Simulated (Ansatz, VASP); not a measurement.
# One calculation of BaZrO3, two programs

Contents of INCAR:

```
  PREC = Accurate
  ENCUT = 520
  EDIFF = 1E-7
  ISMEAR = 0
  SIGMA = 0.05
  LREAL = False
  LASPH = True
  NELM = 60
  ALGO = Normal
  ISIF = 2
  LWAVE = False
  LCHARG = False
  GGA = PE
  NBANDS = 28
```

Contents of KPOINTS:

```
regular mesh
0
Gamma
  6 6 6
```

POSCAR

```
BaZrO3
1.0
    4.1815000000      0.0000000000      0.0000000000
    0.0000000000      4.1815000000      0.0000000000
    0.0000000000      0.0000000000      4.1815000000
Ba Zr O
1 1 3
Direct
    0.4661792763      0.5338207237      0.5000000000
    0.0000000000      0.0000000000      0.0000000000
    0.5000000000      0.0000000000      0.0000000000
    0.0000000000      0.5000000000      0.0000000000
    0.0000000000      0.0000000000      0.5000000000
```

Input for Ansatz:

```yaml
crystal:
  lattice:
    - [4.1815, 0.0, 0.0]
    - [0.0, 4.1815, 0.0]
    - [0.0, 0.0, 4.1815]
  atoms:
    - { symbol: Ba, position: [0.4661792763, 0.5338207237, 0.5] }
    - { symbol: Zr, position: [0.0, 0.0, 0.0] }
    - { symbol: O, position: [0.5, 0.0, 0.0] }
    - { symbol: O, position: [0.0, 0.5, 0.0] }
    - { symbol: O, position: [0.0, 0.0, 0.5] }
basis:
  ecutwfc: 420
kpoints:
  mp_grid: { grid: [6, 6, 6] }
hamiltonian:
  xc: pbe
scf:
  occupations: { method: gaussian, width: 0.05 }
output:
  forces: true
  stress: true
  eigenvalues: true
```

Change from the starting cell: all Ba atoms moved -0.200 Å, as atom 1 along Cartesian [1 -1 0].

Alike in both runs: task single point; functional PBE; k mesh 6 × 6 × 6; occupations gaussian, width 0.05 eV; no spin polarisation.

|  | VASP | Ansatz |
| --- | --- | --- |
| version | VASP 6.6.1 | Ansatz 0.2.0 |
| potentials or method | VASP PAW PBE potentials, release 64 (Ba_sv, Zr_sv, O) | scalar-relativistic, plane waves, PAW |
| plane-wave cutoff (eV) | 520 | 420 |
| valence electrons in the cell | 40 | 40 |

Ansatz gave:

* gap on the k mesh at the Fermi level (eV): 3.22
* least direct gap on the mesh (eV): 3.40
* pressure (GPa): 6.0
* largest component of the traceless stress (GPa): 0.78
* rms of the force components (eV/Å): 0.282

Task: Estimate VASP's values.

Result: gap on the k mesh at the Fermi level (eV): 3.17; least direct gap on the mesh (eV): 3.38; pressure (GPa): 7.1; largest component of the traceless stress (GPa): 0.84; rms of the force components (eV/Å): 0.301.

Atom by atom the forces differ by 0.030 eV/Å (rms over components).

Caveats: spin-orbit coupling is left out, which moves the levels of the heavy elements. A k mesh can miss the band edges.
